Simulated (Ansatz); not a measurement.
A film clamped to a substrate in Rh

The calculation used DFT PBE, scalar-relativistic, plane waves, PAW in Ansatz 0.2.0. Settings: plane waves to 420 eV, k-mesh 26×26×26 (Γ-centred), Gaussian smearing 0.15 eV. No spin polarisation. Energies are free energies at this smearing, counted from the undisturbed cell; pressure is positive in compression.

The starting cell (relaxed at this level; with this scan's settings it stands at 0.1 GPa):

```
CELL_PARAMETERS angstrom
0.00000 1.91497 1.91497
1.91497 0.00000 1.91497
1.91497 1.91497 0.00000
ATOMIC_POSITIONS crystal
Rh 0.00000 0.00000 0.00000
```

The cell (1 atom, V0 = 14.04 Å³) is strained by p along both x and y and by q along z, fractional coordinates fixed. τp = (1/V0) ∂E/∂p = (σxx + σyy)(1 + p)(1 + q) and τq = (1/V0) ∂E/∂q = σzz(1 + p)², with tension positive.

| p | q | ΔE (meV/atom) | τp (GPa) | τq (GPa) |
| --- | --- | --- | --- | --- |
| 0.000 | 0.000 | 0.00 | -0.19 | -0.10 |
| -0.025 | 0.000 | 35.75 | -33.85 | -9.91 |
| 0.025 | 0.000 | 29.29 | 25.78 | 8.19 |
| 0.000 | -0.025 | 12.08 | -9.96 | -11.22 |
| 0.000 | 0.025 | 10.44 | 8.13 | 9.36 |

Problem. Get the second derivatives of the energy density.

Solution. Central differences give A = ∂τp/∂p = 1193 GPa (C11 + C22 + 2 C12), C = ∂τq/∂q = 412 GPa (C33) and the cross term B = ∂τq/∂p = 362 GPa (C13 + C23); ∂τp/∂q = 362 GPa must equal B, and any difference shows higher-order terms. The ions are clamped. In a cubic crystal C11 = C = 412, C12 = B/2 = 181 GPa and A should be 2(C11 + C12) = 1185 GPa; the bulk modulus is (C11 + 2 C12)/3 = 258 GPa.

Problem. A film of this crystal grows with z along the normal on a substrate that imposes p. How does its thickness respond, and what does the misfit cost?

Solution. Count p and q from the stress-free cell. A free surface needs τq = 0, so q = −(B/C) p = -0.88 p. The energy density left is (A − B²/C) p²/2 = M p², with the biaxial modulus M = 437 GPa; a misfit of 1 % costs 3.83 meV/atom, against 5.23 meV/atom if the thickness were held.

In a metal these slopes depend on the k mesh and the smearing.

Cost: 25 runs of about 4.6 core-minutes in all, on Intel Xeon Processor @ 2.70GHz (shared hosts).

The film thins under in-plane tension, but by much less than constant volume would require, so a misfit changes the atomic volume as well as the shape. This follows from C12 being well below C11: rhodium resists tetragonal distortion strongly, and letting the thickness relax recovers only a minor part of the misfit energy. The stiffness reflects cohesion from a largely filled 4d band in which bonding states still outweigh antibonding ones, probably helped by the directional character of the d orbitals.

Biaxial compression costs more than equal extension, 35.75 against 29.29 meV/atom, as expected when short-range repulsion rises steeply while bonding weakens on stretching. The quadratic misfit cost therefore averages over the two signs and will underestimate the penalty for larger compressive misfits. Clamping the ions loses nothing here, since with one atom per primitive cell there is no internal displacement to relax. The strains contain no shear of the cubic axes, so C44, and with it the response of a (111) film, remains undetermined.
